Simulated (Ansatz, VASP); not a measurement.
# Al (Al wire along [100], 13 atoms a period): VASP beside Ansatz

Aim: how closely do two programs agree when they are given the same cell, functional and k mesh? The structure shown is the start of the Ansatz relaxation below; VASP solves that cell, so the two are compared at the walk's first step.

Method: plane waves, with VASP 6.6.1 beside it; single point at PBE, in Ansatz 0.2.0.

## 1. Starting point

The cell holds 13 atoms: 13 Al. Its edges and angles: a = 14.880 Å, b = 14.880 Å, c = 4.040 Å, α = 90.0°, β = 90.0°, γ = 90.0°. Vacuum lies along a and b. The structure's axis is c.

Coordinates:

```cif
data_structure
_symmetry_space_group_name_H-M 'P 1'
_symmetry_Int_Tables_number 1
_cell_length_a 14.8800
_cell_length_b 14.8800
_cell_length_c 4.0400
_cell_angle_alpha 90.000
_cell_angle_beta 90.000
_cell_angle_gamma 90.000
_cell_volume 894.51
loop_
_atom_site_label
_atom_site_type_symbol
_atom_site_fract_x
_atom_site_fract_y
_atom_site_fract_z
_atom_site_occupancy
Al1 Al 0.22849 0.50000 0.00000 1
Al2 Al 0.36425 0.36425 0.00000 1
Al3 Al 0.36425 0.63575 0.00000 1
Al4 Al 0.50000 0.22849 0.00000 1
Al5 Al 0.50000 0.50000 0.00000 1
Al6 Al 0.50000 0.77151 0.00000 1
Al7 Al 0.63575 0.36425 0.00000 1
Al8 Al 0.63575 0.63575 0.00000 1
Al9 Al 0.77151 0.50000 0.00000 1
Al10 Al 0.36425 0.50000 0.50000 1
Al11 Al 0.50000 0.36425 0.50000 1
Al12 Al 0.50000 0.63575 0.50000 1
Al13 Al 0.63575 0.50000 0.50000 1
```

## 2. Ansatz: relaxation, PBE

Ansatz runs on its PAW soft_1 files.

The two programs are compared at the cell with which this relaxation starts, whose forces are those of its first step.

File input.yaml:

```yaml
crystal:
  lattice:
    - [14.88, 0.0, 0.0]
    - [0.0, 14.88, 0.0]
    - [0.0, 0.0, 4.04]
  atoms:
    - { symbol: Al, position: [0.228494624, 0.5, 0.0] }
    - { symbol: Al, position: [0.364247312, 0.364247312, 0.0] }
    - { symbol: Al, position: [0.364247312, 0.635752688, 0.0] }
    - { symbol: Al, position: [0.5, 0.228494624, 0.0] }
    - { symbol: Al, position: [0.5, 0.5, 0.0] }
    - { symbol: Al, position: [0.5, 0.771505376, 0.0] }
    - { symbol: Al, position: [0.635752688, 0.364247312, 0.0] }
    - { symbol: Al, position: [0.635752688, 0.635752688, 0.0] }
    - { symbol: Al, position: [0.771505376, 0.5, 0.0] }
    - { symbol: Al, position: [0.364247312, 0.5, 0.5] }
    - { symbol: Al, position: [0.5, 0.364247312, 0.5] }
    - { symbol: Al, position: [0.5, 0.635752688, 0.5] }
    - { symbol: Al, position: [0.635752688, 0.5, 0.5] }
kpoints:
  mp_grid: { grid: [1, 1, 20] }
scf:
  occupations: { method: fermi_dirac, width: 0.05 }
hamiltonian:
  xc: pbe
  pseudopotentials: { kind: paw, azcp: { folder: soft_1 } }
relax:
  cell: { fix: [a, b, alpha, beta, gamma] }
  max_steps: 45
  f_tol: 0.03
```

Launch:

```
$ ansatz run input.yaml --threads 4 --pin off --max-ram 16384MiB --backend cpu --events-out ev --progress --plain --runs-dir out
```

Numbers of over 12 decimals in the logs are rounded to 6 here.

Log:

```text
Engine: ansatz 0.2.0, aarch64-unknown-linux-gnu
Pseudopotentials: kind: paw
Pseudopotential: Al, paw, valence charge 3, recommended cutoff 420 eV (normal), soft_1/Al.paw.azcp
Functional definition: PBE
  parameter kappa = 0.804
  parameter beta = 0.066725
  exchange = pbe_x(kappa = kappa, mu = beta*pi^2/3)
  correlation = pbe_c(beta = beta)
Crystal: 13 atoms, lattice volume = 894.514 Å³
Basis set: ecut = 420 eV, 17481 PW (Γ), exchange–correlation on 200×200×60 points (8 copies of the dense FFT grid, shifted against one another)
Bands: 33, of which v1, the nominal top of the filled ones, is band 20 counted from 1 (19 counted from 0)
Symmetry: 16 space group operations
Space group: P4/mmm (ITA 123), of the structure as read, at distance tolerance 9.6e-5 Å
k-points: 11 of 20
Non-local potential: Al, projectors of the file, l = 0: 2, l = 1: 2, l = 2: 1
PAW form: soft (Blöchl's): semilocal exchange-correlation on the pseudo side does not see the compensation charge
PAW one-centre angular grid: Al, 110 points (default); XC on 64 Gauss nodes
Initial density: superposition of atomic densities (neutral atoms: chi_scale 0, normalization atom)
Initial wavefunctions: pseudopotential atomic-orbital guess
Functional: x = pbe(κ = 0.804, μ = 0.219515), c = pbe(β = 0.066725)
SCF iter   1: F=—  HF=-6982.875802 eV  |F-HF|=—  |Δ(HF+E_count)|=         —  Δρ=1.66e-2  dr2=2.32e1  ethr=3.10e-3  ⟨swp⟩=8.9  Hψ=2268  notcnv=0  defer=1
preconditioner: auto → LDOS  [metal: Δε(μ)=0.028 eV  Ē_g=5.630 eV  σ=0.050 eV  W_gap=0.14  n_scr=54 (ndim 8)  ℏωp=7.7 eV  f_vac=0.464  D(μ)=4.09/eV (n_scr^D=12)  β→1.0]
SCF iter   2: F=—  HF=-6982.842175 eV  |F-HF|=—  |Δ(HF+E_count)|=   3.36e-2  Δρ=1.73e-2  dr2=2.48e1  ethr=3.10e-3  ⟨swp⟩=5.9  Hψ=1356  notcnv=0  defer=30
SCF iter   3: F=—  HF=-6979.468778 eV  |F-HF|=—  |Δ(HF+E_count)|=    3.37e0  Δρ=2.56e-3  dr2=1.39e-1  ethr=3.10e-3  ⟨swp⟩=4.3  Hψ=972  notcnv=0  defer=37
SCF iter   4: F=—  HF=-6979.465678 eV  |F-HF|=—  |Δ(HF+E_count)|=   3.10e-3  Δρ=6.13e-4  dr2=1.23e-2  ethr=3.58e-4  ⟨swp⟩=3.2  Hψ=739  notcnv=0  defer=30
SCF iter   5: F=—  HF=-6979.466172 eV  |F-HF|=—  |Δ(HF+E_count)|=   4.94e-4  Δρ=2.39e-4  dr2=2.53e-3  ethr=3.15e-5  ⟨swp⟩=2.4  Hψ=513  notcnv=0  defer=30
SCF iter   6: F=—  HF=-6979.466083 eV  |F-HF|=—  |Δ(HF+E_count)|=   8.86e-5  Δρ=6.91e-5  dr2=7.25e-5  ethr=6.50e-6  ⟨swp⟩=2.8  Hψ=514  notcnv=0  defer=30
SCF iter   7: F=—  HF=-6979.466011 eV  |F-HF|=—  |Δ(HF+E_count)|=   7.18e-5  Δρ=2.17e-5  dr2=5.46e-6  ethr=1.86e-7  ⟨swp⟩=2.0  Hψ=556  notcnv=0  defer=30
SCF iter   8: F=—  HF=-6979.466018 eV  |F-HF|=—  |Δ(HF+E_count)|=   7.06e-6  Δρ=4.41e-6  dr2=3.09e-7  ethr=1.40e-8  ⟨swp⟩=2.1  Hψ=546  notcnv=0  defer=30
SCF iter   9: F=-6979.466019 eV  HF=-6979.466019 eV  |F-HF|=3.22e-9  |Δ(HF+E_count)|=   4.22e-7  Δρ=1.04e-6  dr2=1.69e-8  ethr=2.56e-10  ⟨swp⟩=5.4  Hψ=1297  notcnv=0
SCF 1 converged in 9 iterations: F = -6979.466019 eV  dr2 = 1.69e-8
  greatest PAW one-centre occupation: 0.527 electrons in one spin orbital (limit 2), on the Al atom at site 8 (counted from 0), in its partial waves of l = 0
relax step   1: F+E_penalty+E_count = -6979.46601888 eV  Δ(F+E_penalty+E_count) = +0.000e0 eV  max|allowed force component| = 7.496e-1 eV/Å  Δτ_max = 0.0000 Å  P = -1.016 GPa  Ω = 894.514 Å³  fix = [a, b, alpha, beta, gamma]  reactions: a -1.071, b -1.071 GPa  (9 SCF iters, dr2 threshold 1.00e-7 eV, accepted)
[...]
relax step   6: F+E_penalty+E_count = -6979.96981998 eV  Δ(F+E_penalty+E_count) = +1.475e-3 eV  max|allowed force component| = 1.835e-2 eV/Å  Δτ_max = 0.0132 Å  P = -0.088 GPa  Ω = 910.982 Å³  energy of the carried Pulay correction = -8.249e-4 eV  fix = [a, b, alpha, beta, gamma]  (6 SCF iters, dr2 threshold 5.75e-8 eV, rejected (line search))
[...]
relax step   7: F+E_penalty+E_count = -6979.97261599 eV  Δ(F+E_penalty+E_count) = -1.321e-3 eV  max|allowed force component| = 2.463e-3 eV/Å  Δτ_max = 0.0087 Å  P = -0.045 GPa  Ω = 906.073 Å³  energy of the carried Pulay correction = -5.806e-4 eV  fix = [a, b, alpha, beta, gamma]  reactions: a -0.071, b -0.071 GPa  (8 SCF iters, accepted)
[...]
relax step   8: F+E_penalty+E_count = -6979.97333716 eV  Δ(F+E_penalty+E_count) = -7.212e-4 eV  max|allowed force component| = 2.491e-3 eV/Å  Δτ_max = 0.0000 Å  P = -0.044 GPa  Ω = 906.073 Å³  fix = [a, b, alpha, beta, gamma]  reactions: a -0.070, b -0.070 GPa  stress off target by 8.71e-3 GPa on what of the cell is left free  SCF on the basis re-selected at this cell (its energy is not comparable with the rows above)  (5 SCF iters)
basis re-selected at this cell: Δ(F+E_penalty+E_count) = -7.212e-4 eV, ΔP = +0.002 GPa vs the last step (what re-selecting the basis moved, of the pressure what is left beyond the Pulay correction that the steps carried, after the strain that the cell walked since its last selection, with what the two solves' SCF thresholds leave and, on support functions, any second-order correction that the steps lacked; it is no m [...]
SCF converged after 5 iterations
Free energy (F): -6979.973337 eV
Harris-Foulkes:  -6979.973337 eV  (|F-HF|=9.91e-11)
Internal energy: -6979.933193 eV  (E = F + TS)
E sigma→0 (E₀):  -6979.953265 eV
Entropy (-TS):   -0.040145 eV (-3.088 meV/atom)
Fermi energy:    -1.261386 eV
--- Per-component energies (eV) ---
  E_band       = -192.455933
  E_kinetic    = 267.240689
  E_local      = -3562.383165  (includes V_loc(G=0)·N_el)
  E_nonlocal   = 136.056385
  E_hartree    = 1684.269728
  E_xc         = -472.999225
  E_vxc        = -355.917039  (∫ρ·V_xc dr)
  E_paw        = -6102.604806  (= ΣΔE_a)
  E_vpaw       = -45.992744  (= ΣTr[D̂ρ^β])
  E_aug_tail   = -0.000025  (compensation charges beyond the density's cutoff)
  E_ewald      = 1070.487226
  E_smearing   = -0.040145  (= −TS)
  E_closure    = -0.000000  (closes the sum)
  Σ components = -6979.973337   (vs F -6979.973337, Δ=0.00e0)
--- Forces (eV/Å), atoms counted from 1 ---
  atom   1  Al    -0.00007775     0.00000000    -0.00000000
  atom   2  Al     0.00225017     0.00225017     0.00000000
  atom   3  Al     0.00225017    -0.00225017     0.00000000
  atom   4  Al     0.00000000    -0.00007775     0.00000000
  atom   5  Al     0.00000000     0.00000000     0.00000000
  atom   6  Al    -0.00000000     0.00007775    -0.00000000
  atom   7  Al    -0.00225017     0.00225017    -0.00000000
  atom   8  Al    -0.00225017    -0.00225017    -0.00000000
  atom   9  Al     0.00007775    -0.00000000     0.00000000
  atom  10  Al     0.00249076     0.00000000     0.00000000
  atom  11  Al     0.00000000     0.00249076    -0.00000000
  atom  12  Al    -0.00000000    -0.00249076     0.00000000
  atom  13  Al    -0.00249076    -0.00000000    -0.00000000
  max |Σ_I F_I| component: 8.67e-19 eV/Å
--- Stress (GPa, compression-positive) ---
       -0.069890      -0.000000      -0.000000
       -0.000000      -0.069890       0.000000
       -0.000000       0.000000       0.008710
  P = ⅓ Tr σ = -0.0437 GPa (-0.437 kbar)
--- Relaxed structure (7 steps of the walk, 6 accepted, 1 SCFs on fresh bases) ---
  F+E_penalty+E_count = -6979.97333716 eV   max|allowed force component| = 2.491e-3 eV/Å   (the final SCF, on the basis selected at the relaxed cell)
  cell:  # Å, volume = 906.0735 Å³
    - [14.88, 0, 0]
    - [0, 14.88, 0]
    - [0, 0, 4.092207]
  atoms:
    - { symbol: Al, position: [0.245660, 0.5, 0] }
    - { symbol: Al, position: [0.367273, 0.367273, 0] }
    - { symbol: Al, position: [0.367273, 0.632727, 0] }
    - { symbol: Al, position: [0.5, 0.245660, 0] }
    - { symbol: Al, position: [0.5, 0.5, 0] }
    - { symbol: Al, position: [0.5, 0.754340, 0] }
    - { symbol: Al, position: [0.632727, 0.367273, 0] }
    - { symbol: Al, position: [0.632727, 0.632727, 0] }
    - { symbol: Al, position: [0.754340, 0.5, 0] }
    - { symbol: Al, position: [0.365022, 0.5, 0.5] }
    - { symbol: Al, position: [0.5, 0.365022, 0.5] }
    - { symbol: Al, position: [0.5, 0.634978, 0.5] }
    - { symbol: Al, position: [0.634978, 0.5, 0.5] }
```

(Part 1 of 2 ends here.)

[Lines on the potential files, build, host, timing and source positions are cut from VASP's logs without a mark.]

[Logs are printed without paths, hosts, clocks, repeated set-up lines and the standing remarks that a program may print on its own settings, such as how far it seeks lower states.]

[Hosts, paths, dates, database ids (printed as entryN), source tags and the programs' standing remarks are cut or masked in the printed files.]
